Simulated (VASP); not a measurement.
Write the native input for VASP 6.6.1 that does the following.

```yaml
Task: relaxation of cell and atoms
Functional: PBEsol
Potentials_or_basis: VASP PAW PBE potentials, release 64 (Cd, O)
Cutoff: 600 eV
k_mesh: 12 × 12 × 12
Occupations: gaussian, width 0.03 eV
Spin: no spin polarisation
Further_INCAR_settings: ALGO = Normal; EDIFF = 1e-07; IBRION = 2; EDIFFG = -0.005; NSW = 90; ISIF = 3
```

The structure of CdO lies in POSCAR:

```
CdO                                     
1.0
    0.0000000000      2.3523961160      2.3523961160
    2.3523961160      0.0000000000      2.3523961160
    2.3523961160      2.3523961160      0.0000000000
  Cd              O             
     1     1
Direct
     0.0000000000000000    0.0000000000000000    0.0000000000000000
     0.5000000000000000    0.5000000000000000    0.5000000000000000
```

The input as run:

INCAR

```
PREC = Accurate ; ENCUT = 600
EDIFF = 1E-7 ; ISMEAR = 0
SIGMA = 0.03 ; LREAL = F
LASPH = T ; NELM = 80
ALGO = Normal ; ISIF = 3
LWAVE = F ; LCHARG = F
GGA = PS ; IBRION = 2
NSW = 90 ; EDIFFG = -0.005
```

KPOINTS

```
regular mesh
0
Gamma
  12 12 12
```

Potentials or basis: VASP PAW PBE potentials, release 64 (Cd, O).

The run is started by

```console
$ cat potpaw_PBE.64/Cd/POTCAR potpaw_PBE.64/O/POTCAR > POTCAR
$ mpirun -np 1 vasp_std > vasp.out
```

It gave:

```
Pressure after relaxing : 0.0 GPa
Band gap on the k mesh  : none (metal or under the smearing width)
```

Caveat: the relaxation stopped at its first step, so nothing moved; the PAW data sets were made with another functional, which shifts forces and pressure a little; this crystal is a semiconductor, whose small gap the functional closes, so the metal is an error of the method.

It took 30 s on 1 thread of Intel(R) Xeon(R) Platinum 8259CL CPU @ 2.50GHz (Skylake/Cascade Lake), with other jobs on the host, peak memory 0.18 GiB.
